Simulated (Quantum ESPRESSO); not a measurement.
The system is PbS (Galena).

```xyz
2
Lattice="0.0000 2.9657 2.9657 2.9657 0.0000 2.9657 2.9657 2.9657 0.0000" Properties=species:S:1:pos:R:3 pbc="T T T"
Pb    0.0000    0.0000    0.0000
S     2.9657    2.9657    2.9657
```

- Program: Quantum ESPRESSO 7.5
- Task: phonons
- Functional: vdW-DF-cx
- Potentials or basis: PseudoDojo 0.4.1 SR PBE standard
- Cutoff: 762 eV
- Density cutoff: 3048 eV
- k mesh: 6 × 6 × 6, shifted
- Occupations: fermi-dirac, width 0.05 eV
- Spin: no spin polarisation
- Mixing beta: 0.5
- Most SCF iterations: 120
- SCF threshold: 4e-10 Ry

The cell and the atoms were relaxed first, to 26.01 Å³/atom (a = 4.190 Å, b = 4.190 Å, c = 4.190 Å, α = 60.00°, β = 60.00°, γ = 60.00°), and the response was taken there.

The first run showed a gap, so the response started from a second, tighter run with fixed occupations.

The run gives a transverse optical frequency of 82 cm⁻¹, an electronic dielectric constant of 16.48 and Born charges of ±4.53 e.

Problem. What are the longitudinal frequency and the static dielectric constant?

Solution. The longitudinal mode lies at 222 cm⁻¹, 140 cm⁻¹ over the transverse one, and the static constant is 119.46. The two agree with the Lyddane-Sachs-Teller relation: (222/82)² = 7.33 and 119.46/16.48 = 7.25.

Caveat: the potentials were made for another functional, which shifts forces and pressure.
